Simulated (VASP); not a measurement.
# KI: single point with PBE

KI:

```
CELL_PARAMETERS angstrom
0.00000 3.52455 3.52455
3.52455 0.00000 3.52455
3.52455 3.52455 0.00000
ATOMIC_POSITIONS crystal
K 0.00000 0.00000 0.00000
I 0.47872 0.47872 0.52128
```

The cell isn't the ideal one: all I atoms moved +0.150 Å, as atom 2 towards its neighbour atom 1 (K) at 3.525 Å.

```json
{
  "Program": "VASP 6.6.1",
  "Task": "single point",
  "Functional": "PBE",
  "Potentials or basis": "VASP PAW PBE potentials, release 64 (K_sv, I)",
  "Cutoff": "520 eV",
  "k mesh": "6 × 6 × 6",
  "Occupations": "gaussian, width 0.05 eV",
  "Spin": "no spin polarisation"
}
```

```yaml
Pressure: 0.8 GPa
Largest_force: 0.179 eV/Å
Band_gap_on_the_k_mesh: 3.98 eV, direct
```

Forces on the atoms (eV/Å):
```
K    0.000  0.000 -0.179
I    0.000  0.000  0.179
```

Stress tensor (GPa, compression positive):
```
0.68 0.00 0.00
0.00 0.68 0.00
0.00 0.00 1.04
```

Levels at points of the mesh, in eV from the valence-band top:
```csv
k point,band 5,band 6,band 7,band 8,band 9,band 10,band 11,band 12
"(0.00, 0.00, 0.00)",-10.51,0.00,0.00,0.00,3.98,6.51,6.51,6.51
"(0.50, 0.00, 0.00)",-10.22,-1.33,-0.34,-0.33,5.53,7.68,8.14,8.18
"(0.50, 0.50, 0.00)",-10.35,-1.00,-0.37,-0.37,4.93,5.79,8.12,8.39
"(0.00, 0.50, 0.50)",-10.36,-1.00,-0.37,-0.37,4.95,5.78,8.12,8.74
```

Wall time 25 s on 1 thread of Intel(R) Xeon(R) 6975P-C (Granite Rapids), on a shared host, peak memory 0.24 GiB.

Caveat: spin-orbit coupling is left out, which moves the levels of the heavy elements.
